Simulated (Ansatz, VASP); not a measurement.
# ZrB2 in VASP and in Ansatz

Contents of INCAR:

```
SYSTEM = ZrB2
PREC = Accurate
ENCUT = 520
EDIFF = 1E-8
ISMEAR = -1
SIGMA = 0.03
LREAL = .False.
LASPH = .True.
NELM = 100
ALGO = Fast
ISIF = 2
LWAVE = .False.
LCHARG = .False.
GGA = PE
LEFG = .True.
NBANDS = 16
```

File KPOINTS:

```
regular mesh
0
Gamma
  13 13 10
  0 0 0
```

Contents of POSCAR:

```
ZrB2
1.0
    3.1649998255      0.0000000000      0.0000000000
   -1.5824999128      2.7409702519      0.0000000000
    0.0000000000      0.0000000000      3.5200000000
Zr B
1 2
Direct
    0.0000000000      0.0000000000      0.0000000000
    0.3333333333      0.6666666667      0.5000000000
    0.6666666667      0.3333333333      0.5000000000
```

Input for Ansatz:

```yaml
crystal:
  lattice:
    - [3.1649998255, 0.0, 0.0]
    - [-1.5824999128, 2.7409702519, 0.0]
    - [0.0, 0.0, 3.52]
  atoms:
    - { symbol: Zr, position: [0.0, 0.0, 0.0] }
    - { symbol: B, position: [0.3333333333, 0.6666666667, 0.5] }
    - { symbol: B, position: [0.6666666667, 0.3333333333, 0.5] }
kpoints:
  mp_grid: { grid: [13, 13, 10] }
  band_path:
    path:
      - [0.0, 0.0, 0.0]
      - [0.5, 0.0, 0.0]
      - [0.3333333333, 0.3333333333, 0.0]
      - [0.0, 0.0, 0.0]
      - [0.0, 0.0, 0.5]
      - [0.5, 0.0, 0.5]
      - [0.3333333333, 0.3333333333, 0.5]
      - [0.0, 0.0, 0.5]
      - [0.5, 0.0, 0.5]
    npoints: 8
scf:
  occupations: { method: fermi_dirac, width: 0.03 }
hamiltonian:
  xc: pbe
  pseudopotentials: { kind: paw }
output:
  forces: true
  stress: true
  eigenvalues: true
  efg: { contact_densities: true }
  populations: true
  bader: true
  dos: { projected: true, de: 0.2, e_range: [-14, 8] }
```

Alike in both runs: task electric field gradients; functional PBE; k mesh 13 × 13 × 10; occupations fermi-dirac, width 0.03 eV; no spin polarisation.

|  | VASP | Ansatz |
| --- | --- | --- |
| version | VASP 6.6.1 | Ansatz 0.2.0 |
| potentials or method | VASP PAW PBE potentials, release 64 (Zr_sv, B) | PAW with Ansatz's default frozen-core files, scalar-relativistic |
| plane-wave cutoff (eV) | 520 | 420 |
| valence electrons in the cell | 18 | 18 |

```csv
,VASP,Ansatz,Ansatz less VASP
pressure (GPa),2.6,2.4,-0.15
largest component of the traceless stress (GPa),1.01,0.97,-0.045
Vzz of the field gradient on the site that differs most (V/Å²),40.8,44.2,+3.37
```

Ansatz warned: «gradients_without_spin_orbit».
